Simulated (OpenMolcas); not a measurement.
# C5H12 (isopentane) at HF/ANO-RCC-VDZP (DKH2)

What is the vertical electron affinity of C5H12 (isopentane) at HF/ANO-RCC-VDZP (DKH2)? 

The results are computed with OpenMolcas 26.06.

### Step 1. The structure to begin with

C5H12: 17 atoms, total charge 0, spin state singlet. As SMILES, `CCC(C)C`. Geometry: relaxed at GFN2-xTB. This is one conformer, not always the lowest.

Bond lengths: C1–C2 1.524 Å, C2–C3 1.533 Å, C3–C4 1.528 Å, C3–C5 1.527 Å, C1–H6 1.087 Å, C1–H7 1.088 Å, C1–H8 1.088 Å, C2–H9 1.093 Å, C2–H10 1.093 Å, C3–H11 1.096 Å, C4–H12 1.088 Å, C4–H13 1.088 Å, C4–H14 1.088 Å, C5–H15 1.087 Å, C5–H16 1.088 Å, C5–H17 1.088 Å. Some angles: C1–C2–C3 113.6°, C2–C3–C4 109.9°, C2–C3–C5 111.8°, C4–C3–C5 109.8°, C1–C2–H9 109.4°, C1–C2–H10 108.6°, C3–C2–H9 109.1°, C3–C2–H10 108.4°, C2–C1–H6 111.2°, C2–C1–H7 110.2°.

### Step 2. Energy and forces at HF/ANO-RCC-VDZP (DKH2)

job.input

```
* C5H12 Hartree-Fock

&GATEWAY
 Coord
 17
 angstrom
 C       -0.081870       1.474040      -1.463090
 C        0.686410       0.415750      -0.679920
 C       -0.215160      -0.539830       0.109520
 C        0.617910      -1.682940       0.687130
 C       -0.955980       0.179540       1.233980
 H       -0.604460       2.154930      -0.796530
 H        0.601930       2.059310      -2.074170
 H       -0.812440       1.006350      -2.120170
 H        1.378170       0.905300       0.009850
 H        1.283060      -0.172560      -1.381640
 H       -0.954950      -0.963620      -0.579850
 H       -0.014510      -2.382990       1.228540
 H        1.366650      -1.295210       1.375030
 H        1.129300      -2.225990      -0.104720
 H       -1.624350       0.940480       0.840150
 H       -0.247990       0.655850       1.909420
 H       -1.551720      -0.528410       1.806460
 Basis=ANO-RCC-VDZP
 Group=NoSym

&SEWARD

&SCF
 PrOrbitals=1 1

&ALASKA
```

Run with:

```console
export MOLCAS_MEM=1860
pymolcas job.input > job.log
```

Standard output:

```text
--- Start Module: gateway ---
[...]
--- Stop Module: gateway /rc=_RC_ALL_IS_WELL_ ---
[...]
      Basis functions          130
[...]
--- Start Module: scf ---
[...]
       Convergence after  10 Iterations
[...]
::    Total SCF energy                               -196.4734480324
[...]
      Total spin, S                                     0.0000000000
[...]
      Total electronic charge=   42.000000
      Total            charge=   -0.000000
[...]
      Dipole Moment (debye):
      Origin of the operator (angstrom)=    0.0078   -0.0234   -0.0171
                   X= -2.4196E-02               Y= -1.7790E-02               Z= -7.0910E-02           Total=  7.7008E-02
      Quadrupole Moment (debye*angstrom):
[...]
--- Stop Module: scf /rc=_RC_ALL_IS_WELL_ ---
[...]
--- Start Module: alaska ---
[...]
 *              Molecular gradients               *
 **************************************************
  Irreducible representation: a
 ------------------------------------------------------------------------------------------
                              X                       Y                       Z
 ------------------------------------------------------------------------------------------
  C1               -2.87851222644547E-03   -8.20762840354927E-04   -3.74602525957890E-04
  C2                2.60690025571142E-03    1.77867613003579E-03    2.90140462503841E-03
  C3               -3.47825922373834E-03    9.63068910681431E-04   -1.21974526849264E-03
  C4                2.85964946854578E-03    9.04651792682287E-04    2.56777126497032E-03
  C5                3.31222184870805E-03    1.12763444573982E-03    2.90228598885189E-03
  H6                5.87359185586500E-05   -3.57847600969130E-04    2.65672246759419E-03
  H7                2.26718453884134E-03   -5.85427251157622E-04    5.20872875040546E-05
  H8               -1.42186160899893E-04   -1.87952882382003E-03    2.34324074523506E-04
[...]
--- Stop Module: alaska /rc=_RC_ALL_IS_WELL_ ---
[...]
```

Run time: 4.6 min. Hardware: 1 thread of Arm Neoverse V1, shared host; peak memory 0.92 GiB.

### Step 3. The doublet anion, same level

job.inp

```
* C5H12 Hartree-Fock

&GATEWAY
 Coord
 17
 angstrom
 C       -0.081870       1.474040      -1.463090
 C        0.686410       0.415750      -0.679920
 C       -0.215160      -0.539830       0.109520
 C        0.617910      -1.682940       0.687130
 C       -0.955980       0.179540       1.233980
 H       -0.604460       2.154930      -0.796530
 H        0.601930       2.059310      -2.074170
 H       -0.812440       1.006350      -2.120170
 H        1.378170       0.905300       0.009850
 H        1.283060      -0.172560      -1.381640
 H       -0.954950      -0.963620      -0.579850
 H       -0.014510      -2.382990       1.228540
 H        1.366650      -1.295210       1.375030
 H        1.129300      -2.225990      -0.104720
 H       -1.624350       0.940480       0.840150
 H       -0.247990       0.655850       1.909420
 H       -1.551720      -0.528410       1.806460
 Basis
 ANO-RCC-VDZP
 Group
 NoSym

&SEWARD

&SCF
 UHF
 Charge
 -1
 Spin
 2
 PrOrbitals
 1 1

&ALASKA
```

Run with:

```console
export MOLCAS_MEM=1860
pymolcas job.inp > job.log
```

Standard output:

```text
--- Start Module: gateway ---
[...]
--- Stop Module: gateway /rc=_RC_ALL_IS_WELL_ ---
[...]
      Basis functions          130
[...]
--- Start Module: scf ---
[...]
       Convergence after  24 Iterations
[...]
::    Total SCF energy                               -196.3838762021
[...]
      Total spin, S                                     0.5004816838
[...]
      Total electronic charge=   43.000000
      Total            charge=   -1.000000
[...]
      Dipole Moment (debye):
      Origin of the operator (angstrom)=    0.0078   -0.0234   -0.0171
                   X=  6.0495E-01               Y= -1.8220E-01               Z=  1.0010E+00           Total=  1.1837E+00
      Center of Charge (angstrom)
[...]
--- Stop Module: scf /rc=_RC_ALL_IS_WELL_ ---
[...]
--- Start Module: alaska ---
[...]
 *              Molecular gradients               *
 **************************************************
  Irreducible representation: a
 ------------------------------------------------------------------------------------------
                              X                       Y                       Z
 ------------------------------------------------------------------------------------------
  C1               -1.85103205708637E-03    1.23621870129709E-03   -1.50919569020180E-03
  C2                2.19317046667911E-03    1.08525690328620E-03    1.74183997854849E-03
  C3               -1.92885548401400E-03    1.43956010600310E-03   -8.14963699066640E-04
  C4                3.43626136453912E-03   -1.67557808820895E-03    1.78318425712543E-03
  C5                3.28212908373260E-04    1.70255912653694E-03    3.30107210952990E-03
  H6                6.13069796852717E-04   -1.06157111024086E-03    3.66849133733638E-03
  H7                1.33837283055338E-03   -1.67236304924323E-03    1.65965663163359E-03
  H8               -4.20571063249664E-04   -3.50217556472032E-03    6.39893518883827E-04
[...]
--- Stop Module: alaska /rc=_RC_ALL_IS_WELL_ ---
[...]
```

It took 5.1 min on 1 thread of Arm Neoverse V1, shared host; peak memory 0.92 GiB.

### Step 4. What came out

At HF/ANO-RCC-VDZP (DKH2):

| quantity | value |
| --- | --- |
| singlet C5H12: total energy | -196.47345 Eh |
| singlet C5H12: dipole moment | 0.08 D |
| singlet C5H12: HOMO energy | -12.08 eV |
| singlet C5H12: LUMO energy | 2.47 eV |
| singlet C5H12: HOMO–LUMO gap | 14.56 eV |
| singlet C5H12: largest force on an atom | 0.234 eV/Å |
| doublet anion: total energy | -196.38388 Eh |
| doublet anion: HOMO energy (highest over α and β) | 2.40 eV |
| doublet anion: LUMO energy (lowest over α and β) | 5.52 eV |
| doublet anion: ⟨S²⟩ | 0.751 |
| doublet anion: largest force on an atom | 0.406 eV/Å |
| vertical electron affinity (to the doublet anion) | -2.437 eV |

The anion lies 2.44 eV (56 kcal/mol) above the neutral: the electron isn't bound at this level, and such a value depends on the basis. Without diffuse functions anions come out too high. Hartree–Fock misses the correlation that binds many anions. Mulliken charges (singlet C5H12) run from -0.08 on H7 to +0.25 on C4; they depend strongly on the basis. The HOMO (doublet anion) lies at positive energy, 2.40 eV: the electron is unbound at this level or held by a compact basis; values depend on the basis.
